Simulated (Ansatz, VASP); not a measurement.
## Cross-check of BN between VASP and Ansatz

One calculation is typed for both programs; each brings its own data sets. How far apart do they land? The structure shown is the end of the Ansatz relaxation below.

Calculated with Ansatz 0.2.0; plane waves, with VASP 6.6.1 beside it; single point at PBEsol.

**1. Starting point**

Symmetry: F-43m, No. 216, cubic system. The conventional cell has a = 3.605 Å, b = 3.605 Å, c = 3.605 Å, α = 90.00°, β = 90.00°, γ = 90.00°. N has 4 B at 1.56 Å nearest. Nearest to B lie 4 N at 1.56 Å. Farther neighbours and most contacts between anions are not listed.

**2. Ansatz: relaxation, PBEsol**

Ansatz runs on its PAW soft_1 files.

This run makes the geometry at which the two programs are then compared.

input.yaml

```yaml
crystal:
  lattice:
    - [2.549224, 0.0, 0.0]
    - [-1.274612, 2.2076927439, 0.0]
    - [0.0, 0.0, 6.244298]
  atoms:
    - { symbol: "N", position: [0.0, 0.0, 0.75] }
    - { symbol: "N", position: [0.3333333, 0.6666667, 0.0833333] }
    - { symbol: "N", position: [0.6666667, 0.3333333, 0.4166667] }
    - { symbol: B, position: [0.0, 0.0, 0.0] }
    - { symbol: B, position: [0.3333333, 0.6666667, 0.3333333] }
    - { symbol: B, position: [0.6666667, 0.3333333, 0.6666667] }
kpoints:
  mp_grid: { grid: [12, 12, 5] }
scf:
  occupations: { method: fermi_dirac, width: 0.02 }
hamiltonian:
  xc: pbesol
  pseudopotentials: { kind: paw, azcp: { folder: soft_1 }, xc_functional: pbe }
basis:
  ecutwfc: 600
output:
  forces: true
  stress: true
  write_density: true
  write_potential: true
  elf: true
  volumetric_format: npy
relax:
  f_tol: 0.005
  max_steps: 70
  cell: { stress_tol: 0.02, p_target: 0, fix: [a, b, alpha, beta, gamma] }
```

On the command line:

```bash
$ ansatz run input.yaml --threads 8 --pin off --max-ram 18432MiB --backend cpu --events-out ev --progress --plain --runs-dir out
```

Numbers of over 12 decimals in the logs are rounded to 6 here.

Log:

```text
Engine: ansatz 0.2.0, aarch64-unknown-linux-gnu
Pseudopotentials: kind: paw
Pseudopotential: N, paw, valence charge 5, recommended cutoff 420 eV (normal), soft_1/N.paw.azcp
Pseudopotential: B, paw, valence charge 3, recommended cutoff 420 eV (normal), soft_1/B.paw.azcp
Functional definition: PBEsol
  exchange = pbesol_x
  correlation = pbesol_c
Crystal: 6 atoms, lattice volume = 35.142 Å³
Basis set: ecut = 600 eV, 1165 PW (Γ), exchange–correlation on 48×48×100 points (8 copies of the dense FFT grid, shifted against one another)
Bands: 18, of which v1, the nominal top of the filled ones, is band 12 counted from 1 (11 counted from 0)
Symmetry: 18 space group operations
Space group: F-43m (ITA 216), of the structure as read, at distance tolerance 3.3e-5 Å
k-points: 81 of 720 (time reversal used)
Non-local potential: N, projectors of the file, l = 0: 2, l = 1: 2, l = 2: 1
Non-local potential: B, projectors of the file, l = 0: 2, l = 1: 2, l = 2: 1
PAW form: soft (Blöchl's): semilocal exchange-correlation on the pseudo side does not see the compensation charge
PAW frozen core: N, regenerated for the run's functional, and the local potential with it (the file was generated under x = pbe(κ = 0.804, μ = 0.219515), c = pbe(β = 0.066725))
PAW frozen core: B, regenerated for the run's functional, and the local potential with it (the file was generated under x = pbe(κ = 0.804, μ = 0.219515), c = pbe(β = 0.066725))
PAW one-centre angular grid: N, 110 points (default); XC on 64 Gauss nodes
PAW one-centre angular grid: B, 110 points (default); XC on 64 Gauss nodes
Initial density: superposition of atomic densities (chi_scale 0.1, normalization cell, long waves kept (reshape's long-wave potential 0.00 eV rms))
Initial wavefunctions: pseudopotential atomic-orbital guess
Functional: x = pbesol(κ = 0.804, μ = 0.123457), c = pbesol(β = 0.046)
SCF iter   1: F=—  HF=-1603.454673 eV  |F-HF|=—  |Δ(HF+E_count)|=         —  Δρ=1.41e-1  dr2=5.61e0  ethr=3.10e-3  ⟨swp⟩=5.0  Hψ=6811  notcnv=0
preconditioner: auto → none  [insulator: Δε(μ)=5.619 eV  Ē_g=18.341 eV  σ=0.020 eV  W_gap=1.00  n_scr=4 (ndim 8)  ℏωp=30.7 eV  f_vac=0.000  D(μ)=0.00/eV (n_scr^D=0)  ε∞_Penn≈3.8]
SCF iter   2: F=—  HF=-1601.715613 eV  |F-HF|=—  |Δ(HF+E_count)|=    1.74e0  Δρ=6.22e-2  dr2=7.27e-1  ethr=3.10e-3  ⟨swp⟩=2.9  Hψ=3695  notcnv=0  defer=119
SCF iter   3: F=—  HF=-1601.547769 eV  |F-HF|=—  |Δ(HF+E_count)|=   1.68e-1  Δρ=2.31e-2  dr2=9.48e-2  ethr=3.03e-3  ⟨swp⟩=2.7  Hψ=2444  notcnv=0  defer=119
SCF iter   4: F=—  HF=-1601.532398 eV  |F-HF|=—  |Δ(HF+E_count)|=   1.54e-2  Δρ=1.13e-3  dr2=2.01e-4  ethr=3.95e-4  ⟨swp⟩=3.0  Hψ=2625  notcnv=0  defer=119
SCF iter   5: F=—  HF=-1601.532527 eV  |F-HF|=—  |Δ(HF+E_count)|=   1.29e-4  Δρ=1.19e-4  dr2=2.09e-6  ethr=8.37e-7  ⟨swp⟩=2.1  Hψ=2124  notcnv=0  defer=119
SCF iter   6: F=—  HF=-1601.532526 eV  |F-HF|=—  |Δ(HF+E_count)|=   1.10e-6  Δρ=1.08e-5  dr2=1.14e-8  ethr=4.17e-10  ⟨swp⟩=8.5  Hψ=8656  notcnv=0
SCF iter   7: F=-1601.532526 eV  HF=-1601.532526 eV  |F-HF|=2.87e-10  |Δ(HF+E_count)|=   8.87e-9  Δρ=1.34e-6  dr2=4.29e-10  ethr=4.76e-11  ⟨swp⟩=5.0  Hψ=7401  notcnv=0
SCF 1 converged in 7 iterations: F = -1601.532526 eV  dr2 = 4.29e-10
  greatest PAW one-centre occupation: 0.787 electrons in one spin orbital (limit 2), on the N atom at site 2 (counted from 0), in its partial waves of l = 0
relax step   1: F+E_penalty+E_count = -1601.53252560 eV  Δ(F+E_penalty+E_count) = +0.000e0 eV  max|allowed force component| = 7.012e-6 eV/Å  Δτ_max = 0.0000 Å  P = +0.015 GPa  Ω = 35.142 Å³  fix = [a, b, alpha, beta, gamma]  reactions: a +0.015, b +0.015 GPa  (7 SCF iters, dr2 threshold 1.00e-7 eV, accepted)
Initial density: handed on by an earlier stage of this run
Initial wavefunctions: pseudopotential atomic-orbital guess (no wavefunctions were taken with the density)
iter 1 solved again at ethr=7.47e-8 eV; its pass at ethr=3.10e-3 eV (dr2=1.79e-5 eV) is discarded
SCF iter   1: F=—  HF=-1601.532526 eV  |F-HF|=—  |Δ(HF+E_count)|=         —  Δρ=1.27e-6  dr2=3.82e-10  ethr=7.47e-8  ⟨swp⟩=3.0  Hψ=11323  notcnv=0
eigensolver tolerance schedule: the retry pair's looser diagonalisation over-reported the residual by 46859.85 of it (diagonalisation noise at an unbounded share of the residual, at the tolerance the schedule requests for it); recorded, not acted on — ethr = c·dr2/N_el stays at c = 1.0e-1
preconditioner: auto → none  [insulator: Δε(μ)=4.293 eV  Ē_g=17.805 eV  σ=0.020 eV  W_gap=1.00  n_scr=4 (ndim 8)  ℏωp=30.7 eV  f_vac=0.000  D(μ)=0.00/eV (n_scr^D=0)  ε∞_Penn≈4.0]
SCF iter   2: F=—  HF=-1601.532526 eV  |F-HF|=—  |Δ(HF+E_count)|=   4.44e-7  Δρ=3.93e-7  dr2=3.72e-11  ethr=1.59e-12  ⟨swp⟩=3.1  Hψ=2911  notcnv=0
iter 3 did not close the SCF: its close was put off for the readings that it lacked (scf_convergence_deferred on its scf_iter line)
SCF iter   3: F=-1601.532526 eV  HF=-1601.532526 eV  |F-HF|=0.00e0  |Δ(HF+E_count)|=  1.18e-11  Δρ=5.69e-8  dr2=6.50e-13  ethr=1.00e-12  ⟨swp⟩=1.0  Hψ=1458  notcnv=0
iter 4 did not close the SCF: its close was put off for the readings that it lacked (scf_convergence_deferred on its scf_iter line)
SCF iter   4: F=-1601.532526 eV  HF=-1601.532526 eV  |F-HF|=0.00e0  |Δ(HF+E_count)|=    0.00e0  Δρ=2.38e-8  dr2=1.46e-13  ethr=1.00e-12  ⟨swp⟩=1.0  Hψ=1458  notcnv=0
iter 5 did not close the SCF: its close was put off for the readings that it lacked (scf_convergence_deferred on its scf_iter line)
SCF iter   5: F=-1601.532526 eV  HF=-1601.532526 eV  |F-HF|=4.55e-13  |Δ(HF+E_count)|=  4.55e-13  Δρ=6.31e-9  dr2=6.17e-15  ethr=1.00e-12  ⟨swp⟩=1.0  Hψ=1458  notcnv=0
iter 6 did not close the SCF: its close was put off for the readings that it lacked (scf_convergence_deferred on its scf_iter line)
SCF iter   6: F=-1601.532526 eV  HF=-1601.532526 eV  |F-HF|=2.27e-13  |Δ(HF+E_count)|=  4.55e-13  Δρ=2.79e-9  dr2=1.84e-15  ethr=1.00e-12  ⟨swp⟩=1.0  Hψ=1458  notcnv=0
SCF iter   7: F=-1601.532526 eV  HF=-1601.532526 eV  |F-HF|=4.55e-13  |Δ(HF+E_count)|=    0.00e0  Δρ=5.65e-10  dr2=7.44e-17  ethr=1.00e-12  ⟨swp⟩=2.0  Hψ=4061  notcnv=0
SCF 2 converged in 7 iterations: F = -1601.532526 eV  dr2 = 7.44e-17
relax step   2: F+E_penalty+E_count = -1601.53252560 eV  Δ(F+E_penalty+E_count) = -1.187e-10 eV  max|allowed force component| = 3.202e-6 eV/Å  Δτ_max = 0.0000 Å  P = +0.015 GPa  Ω = 35.142 Å³  fix = [a, b, alpha, beta, gamma]  reactions: a +0.015, b +0.015 GPa  stress off target by 1.49e-2 GPa on what of the cell is left free  SCF on the basis re-selected at this cell (its energy is not comparable with the rows above)  (7 SCF iters)
basis re-selected at this cell: Δ(F+E_penalty+E_count) = -1.187e-10 eV, ΔP = +0.000 GPa vs the last step (what re-selecting the basis moved, of the pressure what is left beyond the Pulay correction that the steps carried, after the strain that the cell walked since its last selection, with what the two solves' SCF thresholds leave and, on support functions, any second-order correction that the steps lacked; it is no  [...]
SCF converged after 7 iterations
Free energy (F): -1601.532526 eV
Harris-Foulkes:  -1601.532526 eV  (|F-HF|=4.55e-13)
Internal energy: -1601.532526 eV  (E = F + TS)
E sigma→0 (E₀):  -1601.532526 eV
Fermi energy:    13.403284 eV
--- Per-component energies (eV) ---
  E_band       = 79.663066
  E_kinetic    = 550.306253
  E_local      = -471.466152  (includes V_loc(G=0)·N_el)
  E_nonlocal   = 127.296469
  E_hartree    = 144.422775
  E_xc         = -277.687595
  E_vxc        = -344.722317  (∫ρ·V_xc dr)
  E_paw        = -596.440444  (= ΣΔE_a)
  E_vpaw       = -70.596817  (= ΣTr[D̂ρ^β])
  E_aug_tail   = 0.000079  (compensation charges beyond the density's cutoff)
  E_ewald      = -1078.092340
  E_core_change = 0.128429  (= ΣΔE_core)
  E_smearing   = -0.000000  (= −TS)
  E_closure    = -0.000000  (closes the sum)
  Σ components = -1601.532526   (vs F -1601.532526, Δ=0.00e0)
--- Forces (eV/Å), atoms counted from 1 ---
  atom   1  N      0.00000000     0.00000000    -0.00000320
  atom   2  N      0.00000000     0.00000000    -0.00000320
  atom   3  N      0.00000000     0.00000000    -0.00000320
  atom   4  B     -0.00000000    -0.00000000     0.00000320
  atom   5  B     -0.00000000    -0.00000000     0.00000320
  atom   6  B     -0.00000000    -0.00000000     0.00000320
  max |Σ_I F_I| component: 3.10e-9 eV/Å
--- Stress (GPa, compression-positive) ---
        0.014881      -0.000000       0.000000
       -0.000000       0.014881      -0.000000
        0.000000      -0.000000       0.014859
  P = ⅓ Tr σ = 0.0149 GPa (0.149 kbar)
--- Band table (eV; the first three rows and the last of 81) ---
  k-point 0: bands = [... 8 lower, 9.6737, 11.2567, 11.2567, 11.2567, 20.0596, 20.0596, 20.0596, 21.1890, ... 2 higher]
  k-point 1: bands = [... 8 lower, 10.0149, 10.6470, 11.1366, 11.1366, 20.2064, 20.2415, 20.2415, 20.9707, ... 2 higher]
  k-point 2: bands = [... 8 lower, 10.4189, 10.4189, 10.8237, 10.8237, 20.4632, 20.7039, 20.7039, 20.7208, ... 2 higher]
  k-point 80: bands = [... 8 lower, 4.9667, 6.8216, 6.8216, 6.8216, 20.3817, 20.3817, 20.3817, 23.3456, ... 2 higher]
--- Relaxed structure (1 steps of the walk, 1 accepted, 1 SCFs on fresh bases) ---
  F+E_penalty+E_count = -1601.53252560 eV   max|allowed force component| = 3.202e-6 eV/Å   (the final SCF, on the basis selected at the relaxed cell)
  cell:  # Å, volume = 35.1423 Å³
    - [2.549224, 0.0, 0.0]
    - [-1.274612, 2.207693, 0.0]
    - [0.0, 0.0, 6.244298]
  atoms:
    - { symbol: N, position: [0.0, 0.0, 0.750000] }
    - { symbol: N, position: [0.333333, 0.666667, 0.083333] }
    - { symbol: N, position: [0.666667, 0.333333, 0.416667] }
    - { symbol: B, position: [0.0, 0.0, 0.0] }
    - { symbol: B, position: [0.333333, 0.666667, 0.333333] }
    - { symbol: B, position: [0.666667, 0.333333, 0.666667] }
```

**3. VASP: single point, PBEsol, pair 1**

The same cell, functional, mesh and smearing now go to VASP, with its own data sets.

Lines of VASP's logs that name or quote its potential files are left out, and so is its time.

INCAR

```
SYSTEM = BN
PREC = Accurate
ENCUT = 600
EDIFF = 1E-06
NELM = 120
ISMEAR = -1
SIGMA = 0.02
LREAL = .FALSE.
ALGO = Normal
GGA = PS
NBANDS = 18
LORBIT = 11
LWAVE = .FALSE.
LCHARG = .FALSE.
ISIF = 2
LASPH = .TRUE.
GGA_COMPAT = .FALSE.
EFERMI = MIDGAP
KPAR = 2
```

POSCAR

```
BN
1.0
    2.5492240000      0.0000000000      0.0000000000
   -1.2746120000      2.2076927439      0.0000000000
    0.0000000000      0.0000000000      6.2442980000
N B
3 3
Direct
    0.0000000000      0.0000000000      0.7500000000
    0.3333333333      0.6666666667      0.0833333333
    0.6666666667      0.3333333333      0.4166666667
    0.0000000000      0.0000000000      0.0000000000
    0.3333333333      0.6666666667      0.3333333333
    0.6666666667      0.3333333333      0.6666666667
```

KPOINTS

```
Automatic mesh
0
Gamma
12 12 5
0 0 0
```

The projector-augmented-wave data sets are N and B (PBE family, release 64).

On the command line:

```bash
$ mpirun -np 2 vasp_std
```

Log:

```text
[banner, memory and clock lines left out]
running    2 mpi-ranks, on    1 nodes
 distrk:  each k-point on    1 cores,    2 groups
 distr:  one band on    1 cores,    1 groups

 POSCAR found type information on POSCAR N B
 POSCAR found :  2 types and       6 ions
|                                                                             |
|               ----> ADVICE to this user running VASP <----                  |
|                                                                             |
|     You enforced a specific xc type in the INCAR file but a different       |
|     [... a line on the potential file left out ...]
|     I HOPE YOU KNOW WHAT YOU ARE DOING!                                     |
|                                                                             |

 LDA part: xc-table for (Slater+PW92), standard interpolation
 POSCAR, INCAR and KPOINTS ok, starting setup
 FFT: planning ... GRIDC
 FFT: planning ... GRID_SOFT
 FFT: planning ... GRID
 WAVECAR not read
 entering main loop
       N       E                     dE             d eps       ncg     rms          rms(c)
DAV:   1     0.961655794276E+02    0.96166E+02   -0.14832E+04  2916   0.148E+03
DAV:   2    -0.532058886169E+02   -0.14937E+03   -0.14475E+03  3688   0.330E+02
DAV:   3    -0.579029293297E+02   -0.46970E+01   -0.46850E+01  4126   0.607E+01
DAV:   4    -0.579271460645E+02   -0.24217E-01   -0.24201E-01  4036   0.415E+00
DAV:   5    -0.579273193538E+02   -0.17329E-03   -0.17323E-03  4152   0.311E-01    0.114E+01
DAV:   6    -0.553637126203E+02    0.25636E+01   -0.73601E+00  3310   0.181E+01    0.554E+00
DAV:   7    -0.551152500896E+02    0.24846E+00   -0.37966E-01  4142   0.508E+00    0.325E+00
DAV:   8    -0.550545439390E+02    0.60706E-01   -0.13133E-01  3412   0.246E+00    0.342E-01
DAV:   9    -0.550519968390E+02    0.25471E-02   -0.64279E-03  3952   0.623E-01    0.139E-01
DAV:  10    -0.550520595861E+02   -0.62747E-04   -0.41703E-04  3918   0.155E-01    0.285E-02
DAV:  11    -0.550520542380E+02    0.53481E-05   -0.89833E-05  3948   0.665E-02    0.106E-02
DAV:  12    -0.550520541794E+02    0.58615E-07   -0.75565E-06  3950   0.211E-02
   1 F= -.55052054E+02 E0= -.55052054E+02  d E =0.000000E+00
```

Parts of OUTCAR (step 3):

```text
ion  position               nearest neighbor table
   1  0.000  0.000  0.750-   4 1.56   6 1.56   6 1.56   6 1.56
   2  0.333  0.667  0.083-   5 1.56   4 1.56   4 1.56   4 1.56
   3  0.667  0.333  0.417-   6 1.56   5 1.56   5 1.56   5 1.56
   4  0.000  0.000  0.000-   1 1.56   2 1.56   2 1.56   2 1.56
   5  0.333  0.667  0.333-   2 1.56   3 1.56   3 1.56   3 1.56
   6  0.667  0.333  0.667-   3 1.56   1 1.56   1 1.56   1 1.56

  LATTYP: Found a hexagonal cell.
 ALAT       =     2.5492240000
 C/A-ratio  =     2.4494897271

 Subroutine GETGRP returns: Found  6 space group operations
 (whereof  6 operations were pure point group operations)

The static configuration has the point symmetry C_3v.

 Found     81 irreducible k-points:

   k-points           NKPTS =     81   k-points in BZ     NKDIM =     81   number of bands    NBANDS=     18

   dimension x,y,z NGX =    20 NGY =   20 NGZ =   50
   dimension x,y,z NGXF=    40 NGYF=   40 NGZF=  100

   ENCUT  =  600.0 eV  44.10 Ry    6.64 a.u.   5.09  5.09 12.47*2*pi/ulx,y,z

   NELECT =      24.0000    total number of electrons

 k-points in reciprocal lattice and weights: Automatic mesh
   0.00000000  0.00000000  0.00000000       0.001
   0.08333333 -0.00000000  0.00000000       0.008
   0.16666667 -0.00000000  0.00000000       0.008
   0.25000000  0.00000000  0.00000000       0.008
   0.33333333  0.00000000  0.00000000       0.008
   0.41666667  0.00000000  0.00000000       0.008
   0.50000000  0.00000000  0.00000000       0.004
   0.08333333  0.08333333  0.00000000       0.008
   0.16666667  0.08333333  0.00000000       0.017
[...]
-0.25000000 -0.41666667  0.40000000       0.017
   0.33333333  0.33333333  0.40000000       0.006

 average (electrostatic) potential at core
       1 -60.2989       2 -60.2989       3 -60.2989       4 -24.3793       5 -24.3793
       6 -24.3793

 E-fermi :   9.6064

 k-point     1 :       0.0000    0.0000    0.0000
  band No.  band energies     occupation
    ...
      8       5.8816      2.00000
      9       5.8816      2.00000
     10       7.4639      2.00000
     11       7.4639      2.00000
     12       7.4639      2.00000
     13      16.2637      0.00000
     14      16.2637      0.00000
     15      16.2637      0.00000
     16      17.4092      0.00000
     17      17.4096      0.00000
    ...

 k-point     2 :       0.0833   -0.0000    0.0000
  band No.  band energies     occupation
    ...
      8       5.6609      2.00000
      9       6.0443      2.00000
     10       6.7038      2.00000
     11       7.1894      2.00000
     12       7.3358      2.00000
     13      16.2583      0.00000
     14      16.6036      0.00000
     15      16.6413      0.00000
     16      17.0074      0.00000
     17      17.8353      0.00000
    ...

 k-point     3 :       0.1667   -0.0000    0.0000
  band No.  band energies     occupation
    ...
      8       4.5130      2.00000
      9       4.9189      2.00000
     10       5.7949      2.00000
     11       6.5354      2.00000
     12       6.9647      2.00000
     13      15.7676      0.00000
     14      16.3101      0.00000
     15      17.2764      0.00000
     16      17.5448      0.00000
     17      17.7296      0.00000
    ...

  Total        0.1098935      0.1098935      0.1097228     -0.0000000      0.0000000      0.0000000
  in kB        5.0101686      5.0101686      5.0023863     -0.0000000      0.0000000      0.0000000
  external PRESSURE =       5.0075745 kB  Pullay stress =       0.0000000 kB

  energy-cutoff  :      600.00
  volume of cell :       35.14
      direct lattice vectors                 reciprocal lattice vectors
     2.549224000  0.000000000  0.000000000     0.392276238  0.226480791  0.000000000
    -1.274612000  2.207692744  0.000000000     0.000000000  0.452961583  0.000000000
     0.000000000  0.000000000  6.244298000     0.000000000  0.000000000  0.160146104

 POSITION                                       TOTAL-FORCE (eV/Angst)
 -----------------------------------------------------------------------------------
      0.00000      0.00000      4.68322        -0.000000     -0.000000     -0.000010
     -0.00000      1.47180      0.52036         0.000000     -0.000000     -0.000010
      1.27461      0.73590      2.60179        -0.000000     -0.000000     -0.000010
      0.00000      0.00000      0.00000         0.000000      0.000000      0.000010
     -0.00000      1.47180      2.08143         0.000000      0.000000      0.000010
      1.27461      0.73590      4.16287         0.000000      0.000000      0.000010
 -----------------------------------------------------------------------------------
    total drift:                                0.000000     -0.000000     -0.000046

  FREE ENERGIE OF THE ION-ELECTRON SYSTEM (eV)
  ---------------------------------------------------
  free  energy   TOTEN  =       -55.0520541794 eV

  energy  without entropy=      -55.0520541794  energy(sigma->0) =      -55.05205418

 total charge
# of ion       s       p       d       tot
------------------------------------------
    1        1.205   2.752   0.000   3.957
    2        1.205   2.752   0.000   3.957
    3        1.205   2.752   0.000   3.957
    4        0.678   1.372   0.000   2.050
    5        0.678   1.372   0.000   2.050
    6        0.678   1.372   0.000   2.050
--------------------------------------------------
tot          5.649  12.370   0.000  18.019

[... 3 further parts left out ...]
```

The run ends at a pressure of 0.50 GPa.

**4. Differences**

Known differences besides the potentials themselves: Ansatz makes its cores anew for this functional, VASP keeps those of its PBE data sets; Ansatz's pressure holds a Pulay correction, VASP's none. Total energies have different zeros and are not compared.

Compared:

```csv
quantity,Ansatz,VASP,difference
pressure (GPa),0.01,0.50,-0.49
gap on the k mesh (eV),4.293,4.285,+0.008
```

A gap on the mesh is an upper bound, since the band edges may lie between its points.

[end of part 1 of 2]

[Lines on the potential files, build, host, timing and source positions are cut from VASP's logs without a mark.]

[Logs are printed without paths, hosts, clocks, repeated set-up lines and the standing remarks that a program may print on its own settings, such as how far it seeks lower states.]

[Hosts, paths, dates, database ids (printed as entryN), source tags and the programs' standing remarks are cut or masked in the printed files.]
